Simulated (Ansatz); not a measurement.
**Nb in Ansatz: convergence with k mesh**

Input of the first run (k mesh 3 × 3 × 3); the others differ in this setting and in those tied to it:

Contents of input.yaml:

```yaml
crystal:
  lattice:
    - [-1.66395, 1.66395, 1.66395]
    - [1.66395, -1.66395, 1.66395]
    - [1.66395, 1.66395, -1.66395]
  atoms:
    - { symbol: Nb, position: [0.0, 0.0, 0.0] }
hamiltonian:
  xc: pbe
  pseudopotentials: { kind: paw }
kpoints:
  mp_grid: { grid: [3, 3, 3] }
scf:
  occupations: { method: fermi_dirac, width: 0.05 }
output:
  forces: true
  stress: true
  eigenvalues: true
```

Potentials or basis: Ansatz PAW.

Run with:

```console
$ ansatz run input.yaml --threads 2 --pin off --max-ram 5632MiB --backend cpu --events-out ev --progress --plain --runs-dir out
```

Hardware: 2 threads of Intel(R) Xeon(R) Processor @ 2.50GHz (Skylake/Cascade Lake), with other jobs on the host.

| k mesh | energy less the tightest run, at zero smearing (meV/atom) | pressure (GPa) | SCF cycles | CPU time (s) | peak memory (GiB) |
| --- | --- | --- | --- | --- | --- |
| 3 × 3 × 3 | -96.74 | -3.46 | 6 | 0.8 | 0.27 |
| 4 × 4 × 4 | -34.71 | 0.72 | 6 | 0.91 | 0.27 |
| 5 × 5 × 5 | 56.60 | -4.08 | 6 | 0.92 | 0.27 |
| 6 × 6 × 6 | 16.79 | -5.26 | 6 | 1 | 0.27 |
| 8 × 8 × 8 | -26.86 | -2.31 | 6 | 1.2 | 0.28 |
| 10 × 10 × 10 | 22.91 | -2.30 | 6 | 1.6 | 0.28 |
| 13 × 13 × 13 | -5.24 | -3.10 | 6 | 2.3 | 0.29 |
| 15 × 15 × 15 | 0.91 | -2.44 | 6 | 2.8 | 0.31 |
| 18 × 18 × 18 | 0.00 | -2.48 | 6 | 4.2 | 0.33 |

Against the tightest run, the energy stays within 1 meV/atom from 15 × 15 × 15 on; the pressure stays within 0.1 GPa from 15 × 15 × 15 on. Meshes of other sizes hit other points, so gaps and Fermi surfaces needn't settle smoothly. The tightest run that finished is the yardstick and may itself not be fully converged.
